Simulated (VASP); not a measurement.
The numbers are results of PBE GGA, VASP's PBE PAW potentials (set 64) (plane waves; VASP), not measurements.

VASP ran on this input.

### POSCAR
```
NaBr
1
    0.0000000000     2.9850000000     2.9850000000
    2.9850000000     0.0000000000     2.9850000000
    2.9850000000     2.9850000000     0.0000000000
Na Br
1 1
Direct
  0.0000000000   0.0000000000   0.0000000000
  0.5000000000   0.5000000000   0.5000000000
```

INCAR:
```
EDIFF=1E-6   ! SCF stop (eV)
NELM=100   ! most electronic steps
LWAVE=.FALSE.
LREAL=.FALSE.   ! projection in real space or not
SYSTEM=NaBr
LASPH=.TRUE.   ! aspherical one-centre terms
ENCUT=400
GGA=PE   ! PBE
ISIF=2   ! forces and stress, cell fixed
ALGO=Normal
LCHARG=.FALSE.
LMAXMIX=4   ! l cut-off of mixed one-centre charges
SIGMA=0.05
ISMEAR=0   ! Gaussian
PREC=Accurate
```

KPOINTS:
```
Automatic mesh
0
Gamma
9 9 9
0 0 0
```

POTCAR, in this order: Na_pv Br (PBE.64 set). Program: vasp_std.

The resulting files:

### OSZICAR
```
       N       E                     dE             d eps       ncg     rms          rms(c)
DAV:   1     0.752636911177E+02    0.75264E+02   -0.63818E+03   786   0.102E+03
DAV:   2     0.169492004101E+00   -0.75094E+02   -0.69913E+02   874   0.228E+02
DAV:   3    -0.611657132946E+01   -0.62861E+01   -0.62532E+01   935   0.684E+01
DAV:   4    -0.623743784699E+01   -0.12087E+00   -0.12081E+00   871   0.106E+01
DAV:   5    -0.623931201288E+01   -0.18742E-02   -0.18741E-02   904   0.128E+00    0.167E+00
DAV:   6    -0.612358554373E+01    0.11573E+00   -0.18933E-01   875   0.285E+00    0.103E+00
DAV:   7    -0.611221068023E+01    0.11375E-01   -0.87504E-02   889   0.188E+00    0.569E-01
DAV:   8    -0.611599206301E+01   -0.37814E-02   -0.64354E-03   797   0.807E-01    0.111E-01
DAV:   9    -0.611596697236E+01    0.25091E-04   -0.10450E-04   929   0.107E-01    0.575E-02
DAV:  10    -0.611602725901E+01   -0.60287E-04   -0.10840E-04   806   0.100E-01    0.116E-02
DAV:  11    -0.611602728725E+01   -0.28244E-07   -0.73491E-06   884   0.305E-02
   1 F= -.61160273E+01 E0= -.61160273E+01  d E =-.352658E-11
```

### OUTCAR
```
------------------------ aborting loop because EDIFF is reached ----------------------------------------
  FORCE on cell =-STRESS in cart. coord.  units (eV):
  Direction    XX          YY          ZZ          XY          YZ          ZX
  --------------------------------------------------------------------------------------
  Total        0.1826961      0.1826961      0.1826961     -0.0000000      0.0000000      0.0000000
  in kB        5.5027115      5.5027115      5.5027115     -0.0000000      0.0000000      0.0000000
  external PRESSURE =       5.5027115 kB  Pullay stress =       0.0000000 kB
  volume of cell :       53.19
      direct lattice vectors                 reciprocal lattice vectors
     0.000000000  2.985000000  2.985000000    -0.167504188  0.167504188  0.167504188
     2.985000000  0.000000000  2.985000000     0.167504188 -0.167504188  0.167504188
     2.985000000  2.985000000  0.000000000     0.167504188  0.167504188 -0.167504188
 POSITION                                       TOTAL-FORCE (eV/Angst)
 -----------------------------------------------------------------------------------
      0.00000      0.00000      0.00000        -0.000000      0.000000     -0.000000
      2.98500      2.98500      2.98500         0.000000     -0.000000      0.000000
 -----------------------------------------------------------------------------------
    total drift:                                0.000000      0.000000      0.000000
  FREE ENERGIE OF THE ION-ELECTRON SYSTEM (eV)
  ---------------------------------------------------
  free  energy   TOTEN  =        -6.1160272873 eV

  energy  without entropy=       -6.1160272872  energy(sigma->0) =       -6.11602729
```
(Selected blocks of OUTCAR.)

**OUTCAR**
```
 val. band max:       -0.7389537709   @ k =   0.0000   0.0000   0.0000

 cond. band min:       3.4178762620   @ k =   0.0000   0.0000   0.0000


 Fermi energy:        -0.5308623107

 k-point     1 :       0.0000    0.0000    0.0000
  band No.  band energies     occupation
      1     -22.2990      2.00000
      2     -22.2990      2.00000
      3     -22.2990      2.00000
      4     -13.5424      2.00000
      5      -0.7390      2.00000
      6      -0.7390      2.00000
      7      -0.7390      2.00000
      8       3.4179      0.00000
      9       9.0966      0.00000
     10       9.0966      0.00000
     11       9.0966      0.00000

 k-point     2 :       0.1111    0.0000    0.0000
  band No.  band energies     occupation
      1     -22.3009      2.00000
      2     -22.2992      2.00000
      3     -22.2992      2.00000
      4     -13.5111      2.00000
      5      -1.0848      2.00000
      6      -0.7732      2.00000
      7      -0.7732      2.00000
      8       3.8549      0.00000
      9       8.6751      0.00000
     10       9.2440      0.00000
     11       9.2440      0.00000

 k-point     3 :       0.2222    0.0000    0.0000
  band No.  band energies     occupation
      1     -22.3055      2.00000
      2     -22.2995      2.00000
      3     -22.2995      2.00000
      4     -13.4303      2.00000
      5      -1.7772      2.00000
      6      -0.8572      2.00000
      7      -0.8572      2.00000
      8       4.7192      0.00000
      9       8.2276      0.00000
     10       9.3257      0.00000
     11       9.3257      0.00000

 k-point     4 :       0.3333    0.0000    0.0000
  band No.  band energies     occupation
      1     -22.3107      2.00000
      2     -22.2999      2.00000
      3     -22.2999      2.00000
      4     -13.3352      2.00000
      5      -2.4011      2.00000
      6      -0.9484      2.00000
      7      -0.9484      2.00000
      8       5.2984      0.00000
      9       8.4586      0.00000
...
```

The compound is NaBr in the rock salt structure. The cell was not relaxed at this level. The run is one of a series of settings (KPOINTS 9×9×9 Γ-centred mesh against the base run), some of them coarse on purpose.
